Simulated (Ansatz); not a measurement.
Runs of Ansatz 0.2.0 on CuO. The structure is orthorhombic, space group Cccm (No. 66). Conventional cell: a = 3.982 Å, b = 4.307 Å, c = 5.156 Å, α = 90.00°, β = 90.00°, γ = 90.00°. Cu (site symmetry 2/m) has 4 O at 1.95 Å as nearest neighbours. O (site symmetry 222) has 4 Cu at 1.95 Å as nearest neighbours. Measurements of this composition are mostly on another form, of space group No. 15.

| task | level | U | cell | k mesh | cutoff (eV) | points for each segment of the path | hubbard projectors | double counting | gap on the mesh (eV) | pressure (GPa) |
| --- | --- | --- | --- | --- | --- | --- | --- | --- | --- | --- |
| band structure | PBEsol+U | Cu d U = 5.3 eV | as given | 9 × 9 × 5 | 420 | 14 | ortho-atomic (the default) | fll (the default) | none | (a) |
| relaxation of cell and atoms | BLYP+D3(BJ) | - | relaxed | 9 × 9 × 5 | 420 | - | - | - | none | 0.0 |
| band structure | r2SCAN+U | Cu d U = 4.5 eV | as given | 9 × 9 × 5 | 500 | 14 | ortho-atomic (the default) | fll (the default) | none | -2.7 |
| band structure | PBEsol | - | as given | 9 × 9 × 5 | 420 | 14 | - | - | none | -6.0 |
| phonons | LDA | - | as given | 8 × 8 × 5 | 420 | - | - | - | none | - |

Alike in all rows: potentials or basis Ansatz PAW; no spin polarisation; smearing fermi-dirac 0.05 eV.

**Question.** Estimate the missing entries.

**Answer.** (a) -3.2.

Caveats: the run has no spin polarisation, though such a crystal can be magnetic; the PAW data sets come from PBE, with cores solved anew for the run's functional, which leaves a small shift of forces and pressure; semilocal functionals often make such compounds metallic where correlation or magnetic order opens a gap, which also shifts bond lengths (some runs); U without spin polarisation on a metal has little footing (some runs); the plane-wave basis is chosen anew once the cell has moved, so the energies of steps on either side of that aren't comparable (some runs); pairwise dispersion overbinds metals, which lowers pressure and volume (some runs).

A gap of «none» marks a metal or a gap under the smearing width.

Runs at the PBE level aren't shown here.
